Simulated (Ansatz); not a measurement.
# WS2: shifting one sublattice

The task, for WS2: map the energy as every S atom is pushed off its site.

The COD entry's cell or inner coordinates are ideal or old and differ from later refinements, so a difference from it is no clean test against experiment.

Method: DFT PBE+D3(BJ), scalar-relativistic, plane waves, PAW, in Ansatz 0.2.0.

2 further runs of the same task are left out: 2 set aside as unsound or not needed.

## Step 1: The starting structure

It takes space group P6_3/mmc (No. 194, hexagonal). Conventional cell: a = 3.154 Å, b = 3.154 Å, c = 12.140 Å, α = 90.00°, β = 90.00°, γ = 120.00°. W (site symmetry -6m2) is surrounded by 6 S at 2.41 Å. S (site symmetry 3m) has 3 W at 2.41 Å as nearest neighbours.

As a file:

```xyz
6
Lattice="3.1542 0.0000 0.0000 -1.5771 2.7316 0.0000 0.0000 0.0000 12.1399" Properties=species:S:1:pos:R:3 pbc="T T T"
W     0.0000    1.8211    3.0350
W     1.5771    0.9105    9.1049
S     0.0000    1.8211    7.5302
S     1.5771    0.9105    1.4603
S     0.0000    1.8211   10.6796
S     1.5771    0.9105    4.6097
```

It is the result of an earlier relaxation at this level (volume 17.43 Å³/atom; gap on the mesh: 0.89 eV).

## Step 2: The reference: the undisturbed cell on the scan's mesh

The input, input.yaml:

```yaml
crystal:
  lattice:
    - [3.1542063626, 0.0, 0.0]
    - [-1.5771031813, 2.7316228388, 0.0]
    - [0.0, 0.0, 12.1399047294]
  atoms:
    - { symbol: W, position: [0.3333333333, 0.6666666667, 0.25] }
    - { symbol: W, position: [0.6666666667, 0.3333333333, 0.75] }
    - { symbol: S, position: [0.3333333333, 0.6666666667, 0.6202873801] }
    - { symbol: S, position: [0.6666666667, 0.3333333333, 0.1202873801] }
    - { symbol: S, position: [0.3333333333, 0.6666666667, 0.8797126199] }
    - { symbol: S, position: [0.6666666667, 0.3333333333, 0.3797126199] }
basis:
  ecutwfc: 420
kpoints:
  mp_grid: { grid: [12, 12, 4] }
hamiltonian:
  xc: pbe
  dispersion: d3bj
scf:
  occupations: { method: gaussian, width: 0.05 }
output:
  forces: true
  stress: true
  eigenvalues: true
```

Started as:

```sh
$ ansatz run input.yaml --threads 1 --pin off --max-ram 2560MiB --backend cpu --events-out ev --progress --plain --runs-dir out
```

Log, shortened:

```text
Warning: RAYON_NUM_THREADS=1 ignored (pool sized by the plan → 1); use --threads N
[...]
Pseudopotentials: kind: paw
Pseudopotential: W, paw, valence charge 14, recommended cutoff 420 eV (normal), W.paw.azcp
Pseudopotential: S, paw, valence charge 6, recommended cutoff 420 eV (normal), S.paw.azcp
Functional definition: PBE
[...]
Crystal: 6 atoms, lattice volume = 104.599 Å³
Basis set: ecut = 420 eV, 2033 PW (Γ), exchange–correlation on 48×48×180 points (8 copies of the dense FFT grid, shifted against one another)
Bands: 32, of which v1, the nominal top of the filled ones, is band 26 counted from 1 (25 counted from 0)
Symmetry: 24 space group operations
Space group: P63/mmc (ITA 194), of the structure as read, at distance tolerance 4.7e-5 Å
k-points: 57 of 576
[...]
SCF iter   1: F=—  HF=-24385.309956 eV  |F-HF|=—  |Δ(HF+E_count)|=         —  Δρ=5.14e-3  dr2=1.03e-2  ethr=1.77e-3  ⟨swp⟩=6.2  Hψ=8461  notcnv=0
[...]
SCF iter   7: F=-24385.320195 eV  HF=-24385.320195 eV  |F-HF|=3.32e-9  |Δ(HF+E_count)|=   8.49e-8  Δρ=1.53e-6  dr2=2.57e-9  ethr=1.92e-10  ⟨swp⟩=8.3  Hψ=7345  notcnv=0
[...]
SCF converged after 7 iterations
Free energy (F): -24385.320195 eV
[...]
E sigma→0 (E₀):  -24385.320195 eV
Fermi energy:    12.513789 eV
[...]
--- Forces (eV/Å), atoms counted from 1 ---
  atom   1  W      0.00000000     0.00000000     0.00000000
  atom   2  W     -0.00000000    -0.00000000     0.00000000
  atom   3  S      0.00000000     0.00000000     0.00077995
  atom   4  S      0.00000000    -0.00000000     0.00077995
  atom   5  S     -0.00000000     0.00000000    -0.00077995
  atom   6  S      0.00000000    -0.00000000    -0.00077995
[...]
--- Stress (GPa, compression-positive) ---
       -0.013889      -0.000000       0.000000
        0.000000      -0.013889       0.000000
        0.000000       0.000000      -0.008935
  P = ⅓ Tr σ = -0.0122 GPa (-0.122 kbar)
--- Band table (eV; the first three rows and the last of 57) ---
[...]
```

Run time: 11 s. Hardware: 1 thread of Intel Xeon Platinum 8259CL at 2.50GHz (Skylake/Cascade Lake), shared host; peak memory 0.5 GiB.

The reference gives a free energy of -24385.3202 eV, pressure -0.01 GPa, largest force 0.001 eV/Å and gap on the mesh 0.89 eV.

## Step 3: Next: shifting one sublattice

Every S atom is moved by x along the Cartesian unit vector (-0.655, -0.378, 0.654); the cell and all other atoms stay fixed. Forces below are components along that vector, summed over the moved atoms.

## Step 4: Point x = -0.500 Å

The input, input.yaml:

```yaml
crystal:
  lattice:
    - [3.1542063626, 0.0, 0.0]
    - [-1.5771031813, 2.7316228388, 0.0]
    - [0.0, 0.0, 12.1399047294]
  atoms:
    - { symbol: W, position: [0.3333333333, 0.6666666667, 0.25] }
    - { symbol: W, position: [0.6666666667, 0.3333333333, 0.75] }
    - { symbol: S, position: [0.4717900306, 0.7358950153, 0.5933480087] }
    - { symbol: S, position: [0.805123364, 0.402561682, 0.0933480087] }
    - { symbol: S, position: [0.4717900306, 0.7358950153, 0.8527732485] }
    - { symbol: S, position: [0.805123364, 0.402561682, 0.3527732485] }
basis:
  ecutwfc: 420
kpoints:
  mp_grid: { grid: [12, 12, 4] }
hamiltonian:
  xc: pbe
  dispersion: d3bj
scf:
  occupations: { method: gaussian, width: 0.05 }
output:
  forces: true
  stress: true
  eigenvalues: true
```

Started as:

```sh
$ ansatz run input.yaml --threads 1 --pin off --max-ram 2560MiB --backend cpu --events-out ev --progress --plain --runs-dir out
```

Log, shortened:

```text
Warning: RAYON_NUM_THREADS=1 ignored (pool sized by the plan → 1); use --threads N
[...]
[... 4 set-up lines as earlier in the session ...]
[...]
Crystal: 6 atoms, lattice volume = 104.599 Å³
Basis set: ecut = 420 eV, 2033 PW (Γ), exchange–correlation on 48×48×180 points (8 copies of the dense FFT grid, shifted against one another)
Bands: 32, of which v1, the nominal top of the filled ones, is band 26 counted from 1 (25 counted from 0)
Symmetry: 2 space group operations
Space group: Cm (ITA 8), of the structure as read, at distance tolerance 4.7e-5 Å
k-points: 164 of 576 (time reversal used)
[...]
SCF iter   1: F=—  HF=-24378.390416 eV  |F-HF|=—  |Δ(HF+E_count)|=         —  Δρ=7.11e-3  dr2=5.34e-2  ethr=1.77e-3  ⟨swp⟩=6.5  Hψ=24920  notcnv=0
[...]
SCF iter   8: F=-24378.384569 eV  HF=-24378.384569 eV  |F-HF|=2.26e-9  |Δ(HF+E_count)|=   9.50e-8  Δρ=3.05e-6  dr2=2.44e-8  ethr=1.92e-10  ⟨swp⟩=9.8  Hψ=22539  notcnv=0
[...]
SCF converged after 8 iterations
Free energy (F): -24378.384569 eV
[...]
E sigma→0 (E₀):  -24378.383899 eV
Entropy (-TS):   -0.001339 eV (-0.223 meV/atom)
Fermi energy:    12.288478 eV
[...]
--- Forces (eV/Å), atoms counted from 1 ---
  atom   1  W     10.10655918     5.83502466   -13.14785598
  atom   2  W      5.73155488     3.30911475   -10.49706729
  atom   3  S     -1.28392532    -0.74127463     2.02477495
  atom   4  S     -0.95233934    -0.54983338     2.14137312
  atom   5  S     -4.46798304    -2.57959121     8.48310578
  atom   6  S     -9.13388361    -5.27345016    10.99581943
[...]
--- Stress (GPa, compression-positive) ---
       21.887519       0.841798     -19.313574
        0.841798      20.915495     -11.150697
      -19.313573     -11.150697      23.699835
  P = ⅓ Tr σ = 22.1676 GPa (221.676 kbar)
--- Band table (eV; the first three rows and the last of 164) ---
[...]
```

Wall time 43 s (1 thread of Intel Xeon Platinum 8259CL at 2.50GHz (Skylake/Cascade Lake), shared host); peak memory 0.7 GiB.

## Step 5: x = 0.375 Å

The input, input.yaml:

```yaml
crystal:
  lattice:
    - [3.1542063626, 0.0, 0.0]
    - [-1.5771031813, 2.7316228388, 0.0]
    - [0.0, 0.0, 12.1399047294]
  atoms:
    - { symbol: W, position: [0.3333333333, 0.6666666667, 0.25] }
    - { symbol: W, position: [0.6666666667, 0.3333333333, 0.75] }
    - { symbol: S, position: [0.2294908104, 0.6147454052, 0.6404919087] }
    - { symbol: S, position: [0.5628241437, 0.2814120718, 0.1404919087] }
    - { symbol: S, position: [0.2294908104, 0.6147454052, 0.8999171485] }
    - { symbol: S, position: [0.5628241437, 0.2814120718, 0.3999171485] }
basis:
  ecutwfc: 420
kpoints:
  mp_grid: { grid: [12, 12, 4] }
hamiltonian:
  xc: pbe
  dispersion: d3bj
scf:
  occupations: { method: gaussian, width: 0.05 }
output:
  forces: true
  stress: true
  eigenvalues: true
```

Started as:

```sh
$ ansatz run input.yaml --threads 1 --pin off --max-ram 2560MiB --backend cpu --events-out ev --progress --plain --runs-dir out
```

Log, shortened:

```text
Warning: RAYON_NUM_THREADS=1 ignored (pool sized by the plan → 1); use --threads N
[...]
[... 4 set-up lines as earlier in the session ...]
[...]
Crystal: 6 atoms, lattice volume = 104.599 Å³
Basis set: ecut = 420 eV, 2033 PW (Γ), exchange–correlation on 48×48×180 points (8 copies of the dense FFT grid, shifted against one another)
Bands: 32, of which v1, the nominal top of the filled ones, is band 26 counted from 1 (25 counted from 0)
[... 2 set-up lines as earlier in the session ...]
k-points: 164 of 576 (time reversal used)
[...]
SCF iter   1: F=—  HF=-24381.516345 eV  |F-HF|=—  |Δ(HF+E_count)|=         —  Δρ=6.61e-3  dr2=2.86e-2  ethr=1.77e-3  ⟨swp⟩=6.3  Hψ=24728  notcnv=0
[...]
SCF iter   6: F=-24381.515244 eV  HF=-24381.515244 eV  |F-HF|=1.74e-8  |Δ(HF+E_count)|=   3.29e-7  Δρ=5.34e-6  dr2=6.67e-8  ethr=1.92e-10  ⟨swp⟩=8.9  Hψ=24699  notcnv=0
[...]
SCF converged after 6 iterations
Free energy (F): -24381.515244 eV
[...]
E sigma→0 (E₀):  -24381.515241 eV
Entropy (-TS):   -0.000005 eV (-0.001 meV/atom)
Fermi energy:    12.363313 eV
[...]
--- Forces (eV/Å), atoms counted from 1 ---
  atom   1  W     -4.79073720    -2.76593341     8.17692724
  atom   2  W     -6.41873769    -3.70585993     8.91160688
  atom   3  S      5.24815694     3.03002482    -6.79842421
  atom   4  S      3.44939623     1.99150984    -6.05063890
  atom   5  S      1.15994364     0.66969377    -2.11114177
  atom   6  S      1.35196143     0.78055530    -2.12828602
[...]
--- Stress (GPa, compression-positive) ---
       11.651632       0.118859     -10.605815
        0.118859      11.514384      -6.123270
      -10.605815      -6.123270      13.625993
  P = ⅓ Tr σ = 12.2640 GPa (122.640 kbar)
--- Band table (eV; the first three rows and the last of 164) ---
[...]
```

It took 42 s on 1 thread of Intel Xeon Platinum 8259CL at 2.50GHz (Skylake/Cascade Lake), shared host; peak memory 0.69 GiB.

## Step 6: Point x = -0.250 Å

The input, input.yaml:

```yaml
crystal:
  lattice:
    - [3.1542063626, 0.0, 0.0]
    - [-1.5771031813, 2.7316228388, 0.0]
    - [0.0, 0.0, 12.1399047294]
  atoms:
    - { symbol: W, position: [0.3333333333, 0.6666666667, 0.25] }
    - { symbol: W, position: [0.6666666667, 0.3333333333, 0.75] }
    - { symbol: S, position: [0.402561682, 0.701280841, 0.6068176944] }
    - { symbol: S, position: [0.7358950153, 0.3679475077, 0.1068176944] }
    - { symbol: S, position: [0.402561682, 0.701280841, 0.8662429342] }
    - { symbol: S, position: [0.7358950153, 0.3679475077, 0.3662429342] }
basis:
  ecutwfc: 420
kpoints:
  mp_grid: { grid: [12, 12, 4] }
hamiltonian:
  xc: pbe
  dispersion: d3bj
scf:
  occupations: { method: gaussian, width: 0.05 }
output:
  forces: true
  stress: true
  eigenvalues: true
  write_density: true
  write_potential: true
  elf: true
  volumetric_format: npy
```

Started as:

```sh
$ ansatz run input.yaml --threads 1 --pin off --max-ram 2560MiB --backend cpu --events-out ev --progress --plain --runs-dir out
```

Log, shortened:

```text
[...]
SCF converged after 6 iterations
Free energy (F): -24383.659560 eV
[...]
E sigma→0 (E₀):  -24383.659560 eV
Fermi energy:    12.444717 eV
[...]
--- Forces (eV/Å), atoms counted from 1 ---
  atom   1  W      3.85355825     2.22485289    -5.55309946
  atom   2  W      3.35520308     1.93712740    -5.41952107
  atom   3  S     -1.15249268    -0.66539196     1.79959796
  atom   4  S     -1.11416594    -0.64326400     1.77559930
  atom   5  S     -2.20741487    -1.27445157     3.62008476
  atom   6  S     -2.73468363    -1.57887033     3.77733407
[...]
--- Stress (GPa, compression-positive) ---
        4.913527      -0.064098      -4.588693
       -0.064098       4.987541      -2.649283
       -4.588693      -2.649283       6.148371
  P = ⅓ Tr σ = 5.3498 GPa (53.498 kbar)
--- Band table (eV; the first three rows and the last of 164) ---
[...]
```

Run time: 66 s. Hardware: 1 thread of Intel Xeon Platinum 8259CL at 2.50GHz (Skylake/Cascade Lake), shared host; peak memory 0.69 GiB.

The maps below are laid out on this run's own conventional cell (a, b, c = 5.463, 3.154, 12.140 Å).

Density in a lattice plane of the grid's cell (edges 5.46 and 12.14 Å, at 0.000 of the third edge), which holds W and S.

Values in e/Å³, 12 rows by 6 columns:
```
0.04 0.07 0.07 0.21 1.15 0.55
0.12 0.25 0.71 0.53 0.94 0.86
0.20 1.07 4.12 0.94 0.27 0.29
0.11 0.22 0.69 0.39 0.91 0.57
0.07 0.11 0.09 0.32 0.87 0.83
0.02 0.03 0.06 0.07 0.16 0.09
0.04 0.18 1.14 0.56 0.07 0.08
0.12 0.37 0.95 1.19 0.72 0.25
0.20 0.25 0.27 1.01 4.13 1.11
0.11 0.28 0.91 0.77 0.70 0.22
0.06 0.29 0.87 0.86 0.10 0.11
0.02 0.04 0.16 0.09 0.06 0.05
```
Columns run along the first of these edges and rows up along the second, over one cell in 6 and 12 even steps from the bottom left corner. Atoms in the plane (fractional): W at (0.67, 0.25), W at (0.33, 0.75), S at (0.70, 0.61), S at (0.37, 0.11), S at (0.70, 0.87), S at (0.37, 0.37).

ELF in the same plane.

Ten even steps from '0' (0.01) to '9' (0.93):
```
0000029993
0011179786
0122277066
2127627774
5262531234
2127624553
0112168585
0011188077
0000069996
0000104740
0059970000
0178794110
0174194211
2357756721
5432235262
2345536731
0177693111
0184095111
0089992000
0016710100
```
Columns run along the first of these edges and rows up along the second, over one cell in 10 and 20 even steps from the bottom left corner. Atoms in the plane (fractional): W at (0.67, 0.25), W at (0.33, 0.75), S at (0.70, 0.61), S at (0.37, 0.11), S at (0.70, 0.87), S at (0.37, 0.37).

Both are smooth fields of the valence electrons: close to the nuclei they are not physical.

Maxima of ELF outside the ion cores: 0.95 beside S, off the lines to its neighbours, 0.8 Å from S; 0.87 on the S–W line, 0.8 Å from S; 0.86 in the shell around S, 0.8 Å from S.

## Step 7: Point x = 0.125 Å

The input, input.yaml:

```yaml
crystal:
  lattice:
    - [3.1542063626, 0.0, 0.0]
    - [-1.5771031813, 2.7316228388, 0.0]
    - [0.0, 0.0, 12.1399047294]
  atoms:
    - { symbol: W, position: [0.3333333333, 0.6666666667, 0.25] }
    - { symbol: W, position: [0.6666666667, 0.3333333333, 0.75] }
    - { symbol: S, position: [0.298719159, 0.6493595795, 0.627022223] }
    - { symbol: S, position: [0.6320524923, 0.3160262462, 0.127022223] }
    - { symbol: S, position: [0.298719159, 0.6493595795, 0.8864474628] }
    - { symbol: S, position: [0.6320524923, 0.3160262462, 0.3864474628] }
basis:
  ecutwfc: 420
kpoints:
  mp_grid: { grid: [12, 12, 4] }
hamiltonian:
  xc: pbe
  dispersion: d3bj
scf:
  occupations: { method: gaussian, width: 0.05 }
output:
  forces: true
  stress: true
  eigenvalues: true
```

Started as:

```sh
$ ansatz run input.yaml --threads 1 --pin off --max-ram 2560MiB --backend cpu --events-out ev --progress --plain --runs-dir out
```

Log, shortened:

```text
Warning: RAYON_NUM_THREADS=1 ignored (pool sized by the plan → 1); use --threads N
[...]
[... 4 set-up lines as earlier in the session ...]
[...]
Crystal: 6 atoms, lattice volume = 104.599 Å³
Basis set: ecut = 420 eV, 2033 PW (Γ), exchange–correlation on 48×48×180 points (8 copies of the dense FFT grid, shifted against one another)
Bands: 32, of which v1, the nominal top of the filled ones, is band 26 counted from 1 (25 counted from 0)
[... 2 set-up lines as earlier in the session ...]
k-points: 164 of 576 (time reversal used)
[...]
SCF iter   1: F=—  HF=-24384.900536 eV  |F-HF|=—  |Δ(HF+E_count)|=         —  Δρ=5.27e-3  dr2=1.18e-2  ethr=1.77e-3  ⟨swp⟩=6.3  Hψ=24666  notcnv=0
[...]
SCF iter   8: F=-24384.909337 eV  HF=-24384.909337 eV  |F-HF|=1.24e-9  |Δ(HF+E_count)|=   7.50e-9  Δρ=1.58e-6  dr2=3.80e-9  ethr=1.92e-10  ⟨swp⟩=3.4  Hψ=18557  notcnv=0
[...]
SCF converged after 8 iterations
Free energy (F): -24384.909337 eV
[...]
E sigma→0 (E₀):  -24384.909337 eV
Fermi energy:    12.496307 eV
[...]
--- Forces (eV/Å), atoms counted from 1 ---
  atom   1  W     -1.72082039    -0.99351611     2.67762326
  atom   2  W     -1.81473179    -1.04773589     2.68553491
  atom   3  S      1.08790636     0.62810303    -1.58585429
  atom   4  S      1.00777650     0.58184003    -1.57207812
  atom   5  S      0.72563586     0.41894606    -1.09967673
  atom   6  S      0.71423349     0.41236290    -1.10553649
[...]
--- Stress (GPa, compression-positive) ---
        1.180672      -0.031412      -1.121793
       -0.031412       1.216944      -0.647668
       -1.121793      -0.647668       1.543525
  P = ⅓ Tr σ = 1.3137 GPa (13.137 kbar)
--- Band table (eV; the first three rows and the last of 164) ---
[...]
```

Run time: 60 s. Hardware: 1 thread of Intel Xeon Platinum 8259CL at 2.50GHz (Skylake/Cascade Lake), shared host; peak memory 0.69 GiB.

## Step 8: At x = 0.438 Å

The input, input.yaml:

```yaml
crystal:
  lattice:
    - [3.1542063626, 0.0, 0.0]
    - [-1.5771031813, 2.7316228388, 0.0]
    - [0.0, 0.0, 12.1399047294]
  atoms:
    - { symbol: W, position: [0.3333333333, 0.6666666667, 0.25] }
    - { symbol: W, position: [0.6666666667, 0.3333333333, 0.75] }
    - { symbol: S, position: [0.2121837232, 0.6060918616, 0.6438593301] }
    - { symbol: S, position: [0.5455170565, 0.2727585283, 0.1438593301] }
    - { symbol: S, position: [0.2121837232, 0.6060918616, 0.9032845699] }
    - { symbol: S, position: [0.5455170565, 0.2727585283, 0.4032845699] }
basis:
  ecutwfc: 420
kpoints:
  mp_grid: { grid: [12, 12, 4] }
hamiltonian:
  xc: pbe
  dispersion: d3bj
scf:
  occupations: { method: gaussian, width: 0.05 }
output:
  forces: true
  stress: true
  eigenvalues: true
```

Started as:

```sh
$ ansatz run input.yaml --threads 1 --pin off --max-ram 2560MiB --backend cpu --events-out ev --progress --plain --runs-dir out
```

Log, shortened:

```text
Warning: RAYON_NUM_THREADS=1 ignored (pool sized by the plan → 1); use --threads N
[...]
[... 4 set-up lines as earlier in the session ...]
[...]
Crystal: 6 atoms, lattice volume = 104.599 Å³
Basis set: ecut = 420 eV, 2033 PW (Γ), exchange–correlation on 48×48×180 points (8 copies of the dense FFT grid, shifted against one another)
Bands: 32, of which v1, the nominal top of the filled ones, is band 26 counted from 1 (25 counted from 0)
[... 2 set-up lines as earlier in the session ...]
k-points: 164 of 576 (time reversal used)
[...]
SCF iter   1: F=—  HF=-24380.082215 eV  |F-HF|=—  |Δ(HF+E_count)|=         —  Δρ=6.92e-3  dr2=3.34e-2  ethr=1.77e-3  ⟨swp⟩=6.3  Hψ=24818  notcnv=0
[...]
SCF iter   8: F=-24380.079085 eV  HF=-24380.079085 eV  |F-HF|=2.36e-8  |Δ(HF+E_count)|=   1.26e-7  Δρ=3.64e-6  dr2=5.34e-8  ethr=1.92e-10  ⟨swp⟩=9.9  Hψ=24012  notcnv=0
[...]
SCF converged after 8 iterations
Free energy (F): -24380.079085 eV
[...]
E sigma→0 (E₀):  -24380.078651 eV
Entropy (-TS):   -0.000869 eV (-0.145 meV/atom)
Fermi energy:    12.354285 eV
[...]
--- Forces (eV/Å), atoms counted from 1 ---
  atom   1  W     -5.35043595    -3.08907564     9.41695289
  atom   2  W     -8.06429219    -4.65592127    10.89739813
  atom   3  S      6.97262100     4.02564461    -8.72313461
  atom   4  S      4.00610012     2.31292298    -7.28248636
  atom   5  S      1.07663561     0.62159586    -2.16706044
  atom   6  S      1.35938766     0.78484283    -2.14181041
[...]
--- Stress (GPa, compression-positive) ---
       16.361427       0.402025     -14.599364
        0.402025      15.897209      -8.428947
      -14.599363      -8.428946      18.271992
  P = ⅓ Tr σ = 16.8435 GPa (168.435 kbar)
--- Band table (eV; the first three rows and the last of 164) ---
[...]
```

Wall time 52 s (1 thread of Intel Xeon Platinum 8259CL at 2.50GHz (Skylake/Cascade Lake), shared host); peak memory 0.66 GiB.

## Step 9: Results of the scan

Collected from the runs (energy zero: the undisturbed cell):

| x (Å) | ΔE (meV/cell) | force on the moved atoms (eV/Å) | pressure (GPa) | gap on the mesh (eV) |
| --- | --- | --- | --- | --- |
| -0.500 | 6935.6 | 29.300 | 22.2 | 0.00 |
| -0.250 | 1660.6 | 13.473 | 5.3 | 0.51 |
| 0.000 | 0.0 | 0.000 | 0.0 | 0.89 |
| 0.125 | 410.9 | -6.596 | 1.3 | 0.78 |
| 0.375 | 3805.0 | -20.968 | 12.3 | 0.20 |
| 0.438 | 5241.1 | -25.004 | 16.8 | 0.00 |

Not run, since symmetry makes them alike: 0.500 repeats -0.500, -0.375 repeats 0.375, 0.250 repeats -0.250, -0.125 repeats 0.125. Energy, pressure and gap are the same there.

Where the gap reads zero, the mesh chosen for the insulator is on the coarse side.

## Step 10: Summary of results

| quantity | value |
| --- | --- |
| force constant along x, from the points at -0.250, 0 and 0.125 Å | 53.14 eV/Å² for the 4 moved atoms together |

In words: The restoring force grows by 53.14 eV/Å per Å near the site for the 4 atoms together, 13.29 on average. The step of 0.25 Å is wide, so anharmonic terms mix in. No sampled point lies below the undisturbed cell. The gap on the mesh, 0.89 eV at the start, reads zero at x = -0.500. Spin-orbit coupling is left out, which matters for the bands of W. Where forces pass 15 eV/Å atoms stand far too close, the PAW spheres overlap strongly and those numbers are rough.
